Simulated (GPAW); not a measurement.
Runs of GPAW 26.7.0 on SrO. The structure is cubic, space group Fm-3m (No. 225). The conventional cell has a = 5.133 Å, b = 5.133 Å, c = 5.133 Å, α = 90.00°, β = 90.00°, γ = 90.00°. Around Sr (site symmetry m-3m) lie 6 O at 2.57 Å. Around O (site symmetry m-3m) lie 6 Sr at 2.57 Å. 

| task | level | potentials or basis | spin | k mesh | cutoff (eV) | smearing | maxiter | band path | band points | spin axis theta (degrees) | spin axis phi (degrees) | gap on the mesh (eV) | pressure (GPa) |
| --- | --- | --- | --- | --- | --- | --- | --- | --- | --- | --- | --- | --- | --- |
| band structure | PBEsol | PAW data sets generated in the run's folder for this functional, pw | SOC, no magnetisation | 9 × 9 × 9 | 800 | fermi-dirac 0.05 eV | 150 | GXWKGLUWLK,UX | 60 | 0 | 0 | 3.28 | 0.0 |
| dielectric tensor | LDA | the program's PAW data sets (release 1.2.1) made for this functional, pw | off | 7 × 7 × 7 | 600 | fermi-dirac 0.001 eV | 150 | - | - | - | - | 3.30 | - |
| single point | LDA | the program's PAW data sets (release 1.2.1) made for this functional, pw | off | 7 × 7 × 7 | 600 | fermi-dirac 0.05 eV | 120 | - | - | - | - | 3.30 | -6.0 |
| single point | PBEsol | PAW data sets generated in the run's folder for this functional, pw | off | 9 × 9 × 9 | 800 | fermi-dirac 0.05 eV | 150 | - | - | - | - | (a) | 0.0 |

Alike in all rows: cell as given.

Fill in the values left out.

(a) 3.31.

Caveats: an odd mesh through Γ misses points on the zone boundary, where band edges often lie (some runs); spin-orbit coupling was added after a scalar SCF, so levels and gaps hold it while energy, forces, pressure and moments don't (some runs); this program's spin-orbit splittings come out too wide for heavy elements (some runs); the long-wavelength limit can be off by a per cent or two (some runs); the cutoff is short for stress and forces, so pressures can be off by a GPa or more (some runs).

A k mesh can miss the band edges, and rows without SOC leave out spin-orbit coupling on Sr.
